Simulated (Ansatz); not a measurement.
# SrCl2 under changes of volume

One of the cells (28.299 Å³/atom); the others are scaled copies at fixed shape and fractional positions:

```xyz
3
Lattice="0.0000 3.4884 3.4884 3.4884 0.0000 3.4884 3.4884 3.4884 0.0000" Properties=species:S:1:pos:R:3 pbc="T T T"
Sr    0.0000    0.0000    0.0000
Cl    5.2325    5.2325    5.2325
Cl    1.7442    1.7442    1.7442
```

```yaml
Program: Ansatz 0.2.0
Functional: PBEsol
Potentials_or_basis: all-electron LAPW, scalar-relativistic
Cutoff: 143 eV (chosen from the basis error)
Basis_error_allowed: 0.002 eV/atom
k_mesh: 7 × 7 × 7
Occupations: fermi-dirac, width 0.05 eV
Spin: no spin polarisation
```

| volume (Å³/atom) | energy over the lowest point (meV/atom) | pressure (GPa) | gap on the mesh (eV) |
| --- | --- | --- | --- |
| 26.601 | 3.19 | 1.3 | 5.41 |
| 27.167 | 0.12 | 0.4 | 5.33 |
| 27.733 | 0.00 | -0.4 | 5.25 |
| 28.299 | 2.52 | -1.1 | 5.18 |
| 28.865 | ? | ? | ? |
| 29.431 | 14.31 | -2.2 | 5.03 |
| 29.997 | 23.12 | -2.7 | 4.96 |

**Question.** What does the run at 28.865 Å³/atom give?

**Answer.** Energy over the lowest point 7.35 meV/atom; pressure -1.7 GPa; gap on the mesh 5.10 eV.

Worked out: A Birch-Murnaghan fit of order 3 (a polynomial in V^(-2/3)) to the other rows has its minimum at 27.47 Å³/atom with B0 = V·E''(V) = 38 GPa and B' = 4.6. It gives 7.37 meV/atom at 28.865 Å³/atom, against the run's 7.35, and -dE/dV = -1.7 GPa, against -1.7. A straight line through the other rows of the gap, of slope -3.74 eV per unit of ln V, gives 5.10 eV, against the run's 5.10.

Energies are extrapolated to zero smearing.

Caveats: an odd mesh through Γ misses points on the zone boundary, where band edges often lie. Spin-orbit coupling on Sr is left out.
